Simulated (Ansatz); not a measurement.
Diamond Sn: a single-point calculation in Ansatz (PBE). The cell was relaxed with r2SCAN and then strained (isotropic -0.89 % on every length), with the atoms relaxed again with r2SCAN; k points keep the names of the unstrained zone.

```yaml
crystal:
  lattice:
    - [0.0, 3.2552280872, 3.2552280872]
    - [3.2552280872, 0.0, 3.2552280872]
    - [3.2552280872, 3.2552280872, 0.0]
  atoms:
    - { symbol: Sn, position: [0.0, 0.0, 0.0] }
    - { symbol: Sn, position: [0.25, 0.25, 0.25] }
kpoints:
  mp_grid: { grid: [6, 6, 6] }
  band_path:
    path:
      - [0.0, 0.0, 0.0]
      - [0.5, 0.0, 0.5]
      - [0.625, 0.25, 0.625]
      - [0.375, 0.375, 0.75]
      - [0.5, 0.5, 0.5]
      - [0.5, 0.25, 0.75]
    npoints: 1
hamiltonian:
  xc: pbe
scf:
  occupations: { method: fermi_dirac, width: 0.02 }
  n_extra_bands: 4
output:
  forces: true
  stress: true
  eigenvalues: true
```

In the abridged output below, numbers in square brackets stand for lines, or ends of lines, that were taken out.
```
scf.n_extra_bands = 4 over 14 filled bands (N_el = 28.0): the run solves 18 bands
Functional definition: PBE
Crystal: 2 atoms, lattice volume = 68.988 Å³
Basis set: ecut = 420 eV, 1363 PW (Γ)
Symmetry: 48 space group operations
Space group: Fd-3m (ITA 227)
k-points: 16 of 216
SCF 1 converged in 6 iterations: F = -12048.352950 eV  dr2 = 6.86e-11
SCF converged after 6 iterations
Free energy (F): -12048.352950 eV
Internal energy: -12048.352419 eV  (E = F + TS)
E sigma→0 (E₀):  -12048.352685 eV
Entropy (-TS):   -0.000531 eV (-0.265 meV/atom)
[1]
--- Per-component energies (eV) ---
  E_band       = -250.614046
  E_kinetic    = 374.832832
  E_local      = -2313.579873
  E_nonlocal   = -63.887765
  E_hartree    = 1329.584511
  E_xc         = -764.091163
  E_vxc        = -191.068081
  E_paw        = -8275.994490
  E_vpaw       = -716.080016
  E_ewald      = -2335.216471
  E_smearing   = -0.000531
--- Stress (GPa, compression-positive) ---
[2]
--- Band table (eV; the first three rows and the last of 16) ---
[3]
```

The rows of the band table are 0: (0, 0, 0) = Γ, 1: (0, 0, 1/6), 2: (0, 0, 1/3), 15: (1/6, -1/2, -1/3).

Task: Give the withheld lines. They hold the Fermi energy and the band table, the stress.

Result:
```
[1]
Fermi energy:    7.689279 eV
[2]
        2.844837       0.000000       0.000000
        0.000000       2.844837       0.000000
        0.000000       0.000000       2.844837
  P = ⅓ Tr σ = 2.8448 GPa (28.448 kbar)
[3]
  k-point 0: bands = […, -13.5824, -13.5824, -2.8268, 7.0133, 7.7992, 7.7992, 7.7992, 9.8710, 9.8710, 9.8710]
  k-point 1: bands = […, -13.5568, -13.5568, -2.5627, 4.9028, 7.3620, 7.3620, 8.2480, 10.4301, 10.4301, 11.0442]
  k-point 2: bands = […, -13.5402, -13.5402, -1.8380, 2.6187, 6.8140, 6.8140, 7.8600, 10.9191, 10.9191, 13.3302]
  k-point 15: bands = […, -13.5026, -13.5026, 0.2790, 0.2790, 4.8345, 4.8345, 10.0005, 10.0005, 13.0488, 13.0488]
```
The trailing digits, and the zero of the energies, depend on the potentials and thresholds.

PBE gives no gap: the lowest nominally empty band dips 0.11 eV below the top of the last filled one (its bottom at L, the top at Γ), so the cell is a metal or semimetal at this level. The mean pressure is +2.84 GPa (compression positive), so PBE would enlarge the cell's volume.

No spin polarisation and no zero-point or thermal motion.

Spin-orbit coupling is left out, which matters wherever the heavy atoms make up the band edges.
